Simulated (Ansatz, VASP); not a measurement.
# ZrB3 in VASP and in Ansatz

```
CELL_PARAMETERS angstrom
4.39299 0.00000 0.00000
0.00000 4.39299 0.00000
0.00000 0.00000 4.39299
ATOMIC_POSITIONS crystal
Zr 0.00000 0.00000 0.00000
Zr 0.50000 0.50000 0.50000
B 0.00000 0.50000 0.25000
B 0.00000 0.50000 0.75000
B 0.25000 0.00000 0.50000
B 0.75000 0.00000 0.50000
B 0.50000 0.75000 0.00000
B 0.50000 0.25000 0.00000
```

Alike in both runs: functional r2SCAN; k mesh 4 × 4 × 4; occupations gaussian, width 0.1 eV; no spin polarisation.

Ansatz relaxed the structure, and its values are those at the end. VASP's run is a single point on that final structure, the one shown.

```csv
,VASP,Ansatz
version,VASP 6.6.1,Ansatz 0.2.0
potentials or method,"VASP PAW PBE potentials, release 64 (Zr_sv, B)","scalar-relativistic, plane waves, PAW"
plane-wave cutoff (eV),520,500
valence electrons in the cell,42,42
```

```csv
,VASP,Ansatz,Ansatz less VASP
gap on the k mesh at the Fermi level (eV),none,none,-
pressure (GPa),0.4,0.3,-0.07
```

A gap of «none» marks a metal or a gap that the smearing closes.

Caveats: the PAW data sets were made with another functional, which shifts forces and pressure a little (VASP).
